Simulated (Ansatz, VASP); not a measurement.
AgI in VASP and in Ansatz

```xyz
2
Lattice="0.0000 3.1928 3.1928 3.1928 0.0000 3.1928 3.1928 3.1928 0.0000" Properties=species:S:1:pos:R:3 pbc="T T T"
Ag    0.0000    0.0000    0.0000
I     4.7891    4.7891    4.7891
```

Change from the starting cell: volume scaled by 0.96.

Alike in both runs: task single point; functional PBE; k mesh 7 × 7 × 7; occupations fermi-dirac, width 0.01 eV; no spin polarisation.

|  | VASP | Ansatz |
| --- | --- | --- |
| version | VASP 6.6.1 | Ansatz 0.2.0 |
| potentials or method | VASP PAW PBE potentials, release 64 (Ag, I), cutoff 520 eV | all-electron LAPW, scalar-relativistic |

```csv
,VASP,Ansatz,Ansatz less VASP
gap on the k mesh at the Fermi level (eV),1.34,1.34,-0.003
pressure (GPa),3.9,3.9,+0.09
```

Ansatz ran all-electron here, so the differences hold the error of VASP's frozen core and of both bases.

Caveats: spin-orbit coupling is left out, which moves the levels of the heavy elements.
